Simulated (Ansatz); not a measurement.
**From the elastic tensor of CdTe at 15 GPa (stress–strain coefficients) to moduli and sound speeds**

All numbers below come from DFT PBE, scalar-relativistic, plane waves, PAW in Ansatz 0.2.0. Settings: 420 eV plane-wave cutoff, Γ-centred 10×10×10 mesh, fixed occupations. No spin polarisation.

The structure is cubic, space group F-43m (No. 216). The conventional cell has a = 6.108 Å, b = 6.108 Å, c = 6.108 Å, α = 90.00°, β = 90.00°, γ = 90.00°. Cd (site symmetry -43m) has 4 Te at 2.64 Å as nearest neighbours. Around Te (site symmetry -43m) lie 4 Cd at 2.64 Å.

 The real crystal has changed phase below this pressure.

Relaxed-ion constants (GPa, on the Cartesian axes of the calculation):
C11 = 99.6, C12 = 97.3, C13 = 97.3, C22 = 99.6, C23 = 97.3, C33 = 99.6, C44 = 6.8, C55 = 6.8, C66 = 6.8 GPa; the others vanish.

Density 6.995 g/cm³; 2 atoms in 56.98 Å³.

The values that follow are for a polycrystal of randomly turned grains, by Hill's mean where one number stands. In a crystal this anisotropic the Voigt and Reuss bounds lie far apart, so Hill's mean and the sound speeds and Debye temperature from it are rough.

With S = C⁻¹: B_V = (C11+C22+C33+2(C12+C13+C23))/9, G_V = (C11+C22+C33−C12−C13−C23+3(C44+C55+C66))/15, 1/B_R = S11+S22+S33+2(S12+S13+S23), 15/G_R = 4(S11+S22+S33−S12−S13−S23)+3(S44+S55+S66); Hill is their mean. Then v_l = √((B+4G/3)/ρ), v_t = √(G/ρ), v_m = [(2/v_t³+1/v_l³)/3]^(−1/3) and Θ = (ħ/k_B)·v_m·(6π²n/V)^(1/3) for n atoms in the volume V; E = 9BG/(3B+G), ν = (3B−2G)/(2(3B+G)) and A^U = 5G_V/G_R + B_V/B_R − 6.

```json
{
 "Bulk modulus, Voigt / Reuss / Hill": "98.1 / 98.1 / 98.1 GPa",
 "Shear modulus, Voigt / Reuss / Hill": "4.6 / 2.3 / 3.5 GPa",
 "Young's modulus": "10 GPa",
 "Poisson ratio": "0.483",
 "Pugh ratio B/G": "28.31",
 "Universal anisotropy index": "4.75",
 "Longitudinal and transverse sound speeds": "3831 and 704 m/s",
 "Debye temperature from the mean sound speed": "78 K"
}
```

Cost: 1 run of about 2.9 core-minutes, on Intel Xeon Platinum 8488C (Sapphire Rapids) (shared hosts).

Compressed zinc-blende CdTe strongly resists a change of volume but hardly resists a change of shape. C11 and C12 are almost equal, so the tetragonal shear stiffness, half their difference, is much smaller even than C44 and is the softest response of the lattice. Uniform compression must shorten the Cd–Te bonds against steep repulsion, whereas shear can proceed largely by bending bond angles. The restoring force for that is weak in an open tetrahedral network with strongly polar bonds, and pressure typically weakens it further while stiffening the bulk response. For C44, relative displacement of the two sublattices gives additional relief; symmetry forbids this under tetragonal strain.

The constants still satisfy the elastic stability conditions, but only narrowly for tetragonal shear, where a small error in either large constant could change the verdict. The extreme Pugh ratio therefore probably signals closeness to a shear instability rather than useful ductility. Stability against phonons of finite wavelength doesn't follow from these constants.
